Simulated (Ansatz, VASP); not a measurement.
## One calculation of LiF, two programs

```
Li F
1.0
     5.32652    0.00000    0.00000
     0.00000    5.32652    0.00000
     0.00000    0.00000    2.79580
Li F
4 4
Direct
  0.66314 0.33686 0.25000
  0.33686 0.66314 0.75000
  0.16314 0.16314 0.00000
  0.83686 0.83686 0.50000
  0.83093 0.16907 0.75000
  0.16907 0.83093 0.25000
  0.33093 0.33093 0.50000
  0.66907 0.66907 0.00000
```

Alike in both runs: functional PBE; k mesh 4 × 4 × 8; occupations gaussian, width 0.02 eV; no spin polarisation.

Ansatz relaxed the structure, and its values are those at the end. VASP's run is a single point on that final structure, the one shown.

```csv
,VASP,Ansatz
version,VASP 6.6.1,Ansatz 0.2.0
potentials or method,"VASP PAW PBE potentials, release 64 (Li_sv, F)","scalar-relativistic, plane waves, PAW"
plane-wave cutoff (eV),520,420
valence electrons in the cell,40,40
```

```tsv
	VASP	Ansatz	Ansatz less VASP
gap on the k mesh at the Fermi level (eV)	7.52	7.53	+0.010
least direct gap on the mesh (eV)	7.54	7.55	+0.011
rms of the force components (eV/Å)	0.003	0.002	-0.0013
```

The functional is the same, so the differences come from potentials, cutoffs and numerics.

 As with any semilocal functional, this PBE gap is likely too small. A k mesh can miss the band edges.
